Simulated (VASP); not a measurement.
A run of VASP 6.6.1 is set up as follows.

INCAR

```
  PREC = Normal
  ENCUT = 520
  EDIFF = 1E-4
  ISMEAR = 0
  SIGMA = 0.15
  LREAL = F
  LASPH = T
  NELM = 60
  ALGO = Fast
  ISIF = 3
  LWAVE = F
  LCHARG = F
  GGA = PE
  IBRION = 2
  NSW = 24
  EDIFFG = -0.08
```

File KPOINTS:

```
Automatic mesh
0
Gamma
  6 6 6
```

File POSCAR:

```
Ti3C
1.0
   -2.3667042100      2.3667042100      2.3667042100
    2.3667042100     -2.3667042100      2.3667042100
    2.3667042100      2.3667042100     -2.3667042100
Ti C
3 1
Direct
    0.0000000000      0.5000000000      0.5000000000
    0.5000000000      0.0000000000      0.5000000000
    0.5000000000      0.5000000000      0.0000000000
    0.0000000000      0.0000000000      0.0000000000
```

Potentials or basis: VASP PAW PBE potentials, release 64 (Ti_sv, C).

Run with:

```console
$ cat potpaw_PBE.64/Ti_sv/POTCAR potpaw_PBE.64/C/POTCAR > POTCAR
$ mpirun -np 1 vasp_std > vasp.out
```

(1) Estimate the band gap on the k mesh.

(2) Estimate the relaxed volume.

(3) What does it give for the space group after relaxing (to 0.05 Å)?

(4) What does it give for the relaxed cell?

Results:

(1) none (metal or under the smearing width).

(2) 14.14 Å³/atom.

(3) Im-3m (No. 229).

(4) a = 4.188 Å, b = 4.188 Å, c = 4.188 Å, α = 109.47°, β = 109.47°, γ = 109.47°.
